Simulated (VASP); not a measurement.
# ScH2 (I4mm) in VASP: a series of runs

Runs on ScH2. Level: PBEsol. Tasks: single point.

All numbers are computed with VASP 6.6.1; they aren't measurements. Logs are shortened: lines on timing, memory, paths and dates and some standing lists are left out, and cuts for length are marked.

### Step 1. The cell of the first run

The structure is tetragonal, space group I4mm (No. 107). The conventional cell has a = 3.437 Å, b = 3.437 Å, c = 4.933 Å, α = 90.00°, β = 90.00°, γ = 90.00°. Sc (site symmetry 4mm) is surrounded by 4 H at 1.85 Å. Around H (site symmetry 2mm) lie 2 Sc at 1.85 Å.

### Step 2. Single point, PBEsol (strained and moved within a subgroup)

File INCAR:

```
PREC = Accurate
ENCUT = 520
EDIFF = 1E-6
ISMEAR = 0
SIGMA = 0.1
LREAL = F
LASPH = T
NELM = 100
ALGO = Fast
ISIF = 2
LWAVE = F
LCHARG = F
GGA = PS
NBANDS = 14
```

File KPOINTS:

```
Automatic mesh
0
Gamma
  14 14 14
```

File POSCAR:

```
ScH2
1.0
    0.0000000000      2.4304910066      2.4304910066
    2.4663647066      0.0000000000      2.4304910066
    2.4663647066      2.4304910066      0.0000000000
Sc H
1 2
Direct
    0.0739162793     -0.0739162793     -0.0739162793
    0.2130418603      0.2869581397      0.2869581397
    0.7130418603      0.7869581397      0.7869581397
```

Potentials or basis: VASP PAW PBE potentials, release 64 (Sc_sv, H).

Launch:

```sh
cat potpaw_PBE.64/Sc_sv/POTCAR potpaw_PBE.64/H/POTCAR > POTCAR
mpirun -np 1 vasp_std > vasp.out
```

OUTCAR:

```text
PREC = Accurate
   ENCUT = 520
   EDIFF = 1E-6
   ISMEAR = 0
   LREAL = F
   LASPH = T
   NELM = 100
   ISIF = 2
   GGA = PS

 ion  position               nearest neighbor table
   1  0.074  0.926  0.926-   3 1.85   3 1.85   2 1.85   2 1.85
   2  0.213  0.287  0.287-   1 1.85   1 1.85
   3  0.713  0.787  0.787-   1 1.85   1 1.85

  LATTYP: Found a body centered tetragonal cell.
 ALAT       =     3.4372333448
 C/A-ratio  =     1.4350871525

  Lattice vectors:

 A1 = (   2.4663647066,   0.0000000000,   2.4304910066)
 A2 = (   2.4663647066,   0.0000000000,  -2.4304910066)
 A3 = (  -2.4663647066,   2.4304910066,   0.0000000000)

Analysis of symmetry for initial positions (statically):
=====================================================================
 Subroutine PRICEL returns:
 Original cell was already a primitive cell.

 Routine SETGRP: Setting up the symmetry group for a
 body centered tetragonal supercell.

 Subroutine GETGRP returns: Found  8 space group operations
 (whereof  8 operations were pure point group operations)
 out of a pool of 16 trial point group operations.

The static configuration has the point symmetry C_4v.

Analysis of symmetry for dynamics (positions and initial velocities):
=====================================================================
 Subroutine PRICEL returns:
 Original cell was already a primitive cell.

 Routine SETGRP: Setting up the symmetry group for a
 body centered tetragonal supercell.

 Subroutine GETGRP returns: Found  8 space group operations
 (whereof  8 operations were pure point group operations)
 out of a pool of 16 trial point group operations.

The dynamic configuration has the point symmetry C_4v.

 Subroutine INISYM returns: Found  8 space group operations
 (whereof  8 operations are pure point group operations),
 and found     1 'primitive' translations

----------------------------------------------------------------------------------------

                                     Primitive cell

  volume of cell :      29.1390

  direct lattice vectors                    reciprocal lattice vectors
     0.000000000  2.430491007  2.430491007    -0.202727520  0.205719749  0.205719749
     2.466364707  0.000000000  2.430491007     0.202727520 -0.205719749  0.205719749
     2.466364707  2.430491007  0.000000000     0.202727520  0.205719749 -0.205719749

  length of vectors
     3.437233345  3.462692796  3.462692796     0.354597910  0.354597910  0.354597910

  position of ions in fractional coordinates (direct lattice)
     0.073916279  0.926083721  0.926083721
     0.213041860  0.286958140  0.286958140
     0.713041860  0.786958140  0.786958140

  ion indices of the primitive-cell ions
   primitive index   ion index
                 1           1
                 2           2
                 3           3

----------------------------------------------------------------------------------------

 KPOINTS: Automatic mesh

Automatic generation of k-mesh.
 Grid dimensions read from file:
 generate k-points for:   14   14   14

 Generating k-lattice:

  Cartesian coordinates                     Fractional coordinates (reciprocal lattice)
    -0.014480537  0.014694268  0.014694268     0.071428571  0.000000000  0.000000000
     0.014480537 -0.014694268  0.014694268     0.000000000  0.071428571  0.000000000
     0.014480537  0.014694268 -0.014694268     0.000000000  0.000000000  0.071428571

  Length of vectors
     0.025328422  0.025328422  0.025328422

  Shift w.r.t. Gamma in fractional coordinates (k-lattice)
     0.000000000  0.000000000  0.000000000

 Subroutine IBZKPT returns following result:
 ===========================================

 Found    244 irreducible k-points:

 Following reciprocal coordinates:
            Coordinates               Weight
  0.000000  0.000000  0.000000      1.000000
  0.071429  0.000000  0.000000      8.000000
  0.142857  0.000000  0.000000      8.000000
  0.214286  0.000000  0.000000      8.000000
  0.285714  0.000000  0.000000      8.000000
  0.357143  0.000000  0.000000      8.000000
[... 16 lines left out ...]
  0.214286  0.142857 -0.000000     16.000000
  0.285714  0.142857  0.000000     16.000000
 [... further k-points ...]
   k-points           NKPTS =    244   k-points in BZ     NKDIM =    244   number of bands    NBANDS=     14
   number of dos      NEDOS =    301   number of ions     NIONS =      3
   total plane-waves  NPLWV =  21952
   dimension x,y,z NGX =    28 NGY =   28 NGZ =   28
   dimension x,y,z NGXF=    56 NGYF=   56 NGZF=   56
   ions per type =               1   2
   NGX,Y,Z   is equivalent  to a cutoff of  13.54, 13.44, 13.44 a.u.
   NGXF,Y,Z  is equivalent  to a cutoff of  27.09, 26.89, 26.89 a.u.
 SYSTEM =  unknown system
   PREC   = accura    normal or accurate (medium, high low for compatibility)
   ISTART =      0    job   : 0-new  1-cont  2-samecut
   ICHARG =      2    charge: 1-file 2-atom 10-const
   ISPIN  =      1    spin polarized calculation?
   LNONCOLLINEAR =      F non collinear calculations
   LSORBIT =      F    spin-orbit coupling
   LASPH  =      T    aspherical Exc in radial PAW
   ENCUT  =  520.0 eV  38.22 Ry    6.18 a.u.   6.39  6.44  6.44*2*pi/ulx,y,z
   NELM   =    100;   NELMIN=  2; NELMDL= -5     # of ELM steps
   EDIFF  = 0.1E-05   stopping-criterion for ELM
   LREAL  =      F    real-space projection
   EDIFFG = 0.1E-04   stopping-criterion for IOM
   NSW    =      0    number of steps for IOM
   IBRION =     -1    ionic relax: 0-MD 1-quasi-New 2-CG
   NFREE  =      0    steps in history (QN), initial steepest desc. (CG)
   ISIF   =      2    stress and relaxation
   ISYM   =      2    0-nonsym 1-usesym 2-fastsym
   POTIM  = 0.5000    time-step for ionic-motion
   TEBEG  =    0.0;   TEEND  =   0.0 temperature during run
   PSTRESS=    0.0 pullay stress
   NELECT =      13.0000    total number of electrons
   NUPDOWN=      -1.0000    fix difference up-down
   EMIN   =  10.00;   EMAX   =-10.00  energy-range for DOS
   EFERMI =   0.00;   METHOD = LEGACY
   ISMEAR =     0;   SIGMA  =   0.10  broadening in eV -4-tet -1-fermi 0-gaus
   EFERMI_NEDOS =   21; number of points for ismear=-14 and -15
   IALGO  =     68    algorithm
   IMIX   =      4    mixing-type and parameters
     AMIX     =   0.40;   BMIX     =  1.00
     AMIX_MAG =   1.60;   BMIX_MAG =  1.00
  volume/ion in A,a.u.               =       9.71        65.55
  Fermi-wavevector in a.u.,A,eV,Ry     =   1.250924  2.363903 21.290536  1.564810
  Thomas-Fermi vector in A             =   2.384895
   LORBIT       =      0    0 simple, 1 ext, 2 COOP (PROOUT), +10 PAW based schemes
   GGA     = PS    functional components
   LHFCALC =     F    Hartree Fock is set to
   AEXX    =    0.0000 exact exchange contribution
   IVDW    =     0    specifies the selected vdW correction
   LEPSILON=     F    determine dielectric tensor
   LRPA    =     F    only Hartree local field effects (RPA)
 non-spin polarized calculation
 RMM-DIIS sequential band-by-band and
 Gauss-broadening in eV      SIGMA  =   0.10
  energy-cutoff  :      520.00
  volume of cell :       29.14
 maximum number of plane-waves:       801
 NGX is ok and might be reduce to    28
   NGX = 13   NGY = 13   NGZ = 13

 number of electron      13.0000001 magnetization

 Free energy of the ion-electron system (eV)
  ---------------------------------------------------
  ext. energy  EPLUGINS =         0.00000000
  ---------------------------------------------------
  free energy    TOTEN  =       -14.50016835 eV

  energy without entropy =      -14.49529857  energy(sigma->0) =      -14.49773346

 E-fermi :   3.5175     XC(G=0): -10.2352

 val. band max:        3.5147734846   @ k =   0.2857   0.5000   0.1429
 cond. band min:       3.5181676060   @ k =  -0.3571   0.2143  -0.0000
 fundamental gap:      0.0033941215
 Fermi energy:         3.5175224112

 k-point     1 :       0.0000    0.0000    0.0000
  band No.  band energies     occupation
      1     -45.8247      2.00000
      2     -24.4906      2.00000
      3     -24.4182      2.00000
      4     -24.4182      2.00000
      5      -5.0403      2.00000
      6       1.0702      2.00000
      7       4.6010      0.00000
      8       4.6010      0.00000
      9       5.7007      0.00000
     10       6.1062      0.00000
     11       8.0506      0.00000
     12      14.7443      0.00000
     13      16.6851      0.00000
     14      16.6851      0.00000

 k-point     2 :       0.0714    0.0000    0.0000
  band No.  band energies     occupation
      1     -45.8230      2.00000
      2     -24.4964      2.00000
      3     -24.4295      2.00000
      4     -24.4197      2.00000
      5      -4.9377      2.00000
      6       0.9951      2.00000
      7       4.5381      0.00000
      8       4.6439      0.00000
      9       5.6706      0.00000
     10       6.0694      0.00000
     11       8.2823      0.00000
     12      14.3485      0.00000
     13      16.2729      0.00000
     14      16.7422      0.00000

 k-point     3 :       0.1429    0.0000    0.0000
  band No.  band energies     occupation
      1     -45.8181      2.00000
      2     -24.5187      2.00000
      3     -24.4551      2.00000
      4     -24.4241      2.00000
      5      -4.6393      2.00000
      6       0.7759      2.00000
      7       4.4315      0.00000
      8       4.7485      0.00000
      9       5.6166      0.00000
     10       5.9939      0.00000
     11       8.8203      0.00000
     12      13.4046      0.00000
     13      15.5820      0.00000
     14      16.8579      0.00000
[... 324 lines left out ...]
 k-point    23 :       0.2143    0.1429   -0.0000
  band No.  band energies     occupation
      1     -45.8100      2.00000
      2     -24.5341      2.00000
      3     -24.4986      2.00000
      4     -24.4528      2.00000
      5      -4.1247      2.00000
      6       0.6529      2.00000
      7       4.2242      0.00000
      8       4.9016      0.00000
      9       5.1407      0.00000
     10       6.1012      0.00000
     11       9.4100      0.00000
     12      13.0559      0.00000
     13      14.4402      0.00000
     14      15.1314      0.00000

 k-point    24 :       0.2857    0.1429    0.0000
  band No.  band energies     occupation
      1     -45.8031      2.00000
      2     -24.5873      2.00000
      3     -24.5107      2.00000
      4     -24.4603      2.00000
      5      -3.6228      2.00000
      6       0.3453      2.00000
      7       4.1980      0.00000
      8       4.7874      0.00000
      9       5.2693      0.00000
     10       6.2396      0.00000
     11       9.5777      0.00000
     12      12.3700      0.00000
     13      13.3678      0.00000
     14      14.7835      0.00000

 [... further k-points ...]

------------------------ aborting loop because EDIFF is reached ----------------------------------------

  FORCE on cell =-STRESS in cart. coord.  units (eV):
  Direction    XX          YY          ZZ          XY          YZ          ZX
  --------------------------------------------------------------------------------------
  -------------------------------------------------------------------------------------
  Total       -1.0766172      0.9166980      0.9166980     -0.0000000      0.0000000     -0.0000000
  in kB      -59.1965727     50.4035995     50.4035995     -0.0000000      0.0000000     -0.0000000
  external PRESSURE =      13.8702088 kB  Pullay stress =       0.0000000 kB

 VOLUME and BASIS-vectors are now :
 -----------------------------------------------------------------------------
  energy-cutoff  :      520.00
  volume of cell :       29.14
      direct lattice vectors                 reciprocal lattice vectors
     0.000000000  2.430491007  2.430491007    -0.202727520  0.205719749  0.205719749
     2.466364707  0.000000000  2.430491007     0.202727520 -0.205719749  0.205719749
     2.466364707  2.430491007  0.000000000     0.202727520  0.205719749 -0.205719749

 POSITION                                       TOTAL-FORCE (eV/Angst)
 -----------------------------------------------------------------------------------
      4.56812      2.43049      2.43049         2.841766      0.000000      0.000000
      1.41549      1.21525      1.21525        -1.420883     -0.000000     -0.000000
      3.88185      3.64574      3.64574        -1.420883      0.000000      0.000000
 -----------------------------------------------------------------------------------
    total drift:                                0.000255     -0.000000     -0.000000

  FREE ENERGIE OF THE ION-ELECTRON SYSTEM (eV)
  ---------------------------------------------------
  free  energy   TOTEN  =       -14.5001683533 eV

  energy  without entropy=      -14.4952985711  energy(sigma->0) =      -14.49773346
```

Wall time 66 s (1 thread of Intel Xeon 6975P-C (Granite Rapids), shared host); peak memory 0.22 GiB.

Results:

```yaml
Free_energy: -14.5002 eV
Pressure: 1.4 GPa
Largest_force: 2.842 eV/Å
Band_gap_on_the_k_mesh: none (metal or under the smearing width)
```

Forces in eV/Å, atoms in the order of the input:
```
Sc   2.842  0.000  0.000
H   -1.421  0.000  0.000
H   -1.421  0.000  0.000
```

Caveat: the PAW data sets were made with another functional, which shifts forces and pressure a little.

### Step 3. Single point, PBEsol (strained and moved within a subgroup)

File INCAR:

```
ALGO     = Normal         # electronic algorithm
EDIFF    = 1E-6           # SCF threshold, eV
ENCUT    = 520            # plane-wave cutoff, eV
GGA      = PS             # functional
ISIF     = 2              # what is computed and relaxed
ISMEAR   = 0              # smearing method
LASPH    = T              # aspherical terms in the spheres
LCHARG   = F              # write CHGCAR
LREAL    = F              # projectors in reciprocal space
LWAVE    = F              # write WAVECAR
NBANDS   = 14             # bands
NELM     = 100            # most SCF steps
PREC     = Accurate       # precision mode
SIGMA    = 0.1            # smearing width, eV
```

File KPOINTS:

```
k-points
0
Gamma
  14 14 14
```

File POSCAR:

```
ScH2
1.0
    0.0000000000      2.3138775658      2.4573723658
    2.3138775658      0.0000000000      2.4573723658
    2.3138775658      2.3138775658      0.0000000000
Sc H
1 2
Direct
   -0.0739162793     -0.0739162793      0.0739162793
    0.2869581397      0.2869581397      0.2130418603
    0.7869581397      0.7869581397      0.7130418603
```

Potentials or basis: VASP PAW PBE potentials, release 64 (Sc_sv, H).

Launch:

```sh
cat potpaw_PBE.64/Sc_sv/POTCAR potpaw_PBE.64/H/POTCAR > POTCAR
mpirun -np 1 vasp_std > vasp.out
```

It took 39 s on 1 thread of Intel Xeon 6975P-C (Granite Rapids), shared host; peak memory 0.22 GiB.

The run converged. Its results:

| Quantity | Value |
| --- | --- |
| Free energy | -14.2903 eV |
| Pressure | 13.6 GPa |
| Largest force | 3.760 eV/Å |
| Band gap on the k mesh | none (metal or under the smearing width) |

Forces in eV/Å, atoms in the order of the input:
```
Sc   0.000  0.000  3.760
H    0.000  0.000 -1.880
H    0.000  0.000 -1.880
```

Stress tensor (GPa, compression positive):
```
20.56  0.00  0.00
 0.00 20.56  0.00
 0.00  0.00 -0.32
```

Levels at points of the mesh, in eV from the Fermi level:
```tsv
k point	band 4	band 5	band 6	band 7	band 8	band 9
(0.00, 0.00, 0.00)	-27.52	-8.84	-2.64	1.36	1.36	2.35
(0.50, 0.00, 0.00)	-27.56	-5.91	-4.25	0.59	1.43	3.62
(0.50, 0.50, 0.00)	-27.63	-5.35	-5.10	-0.93	3.85	3.85
(0.50, 0.00, 0.50)	-27.69	-4.19	-3.91	-1.83	3.72	3.75
```

Caveat: the PAW data sets were made with another functional, which shifts forces and pressure a little.
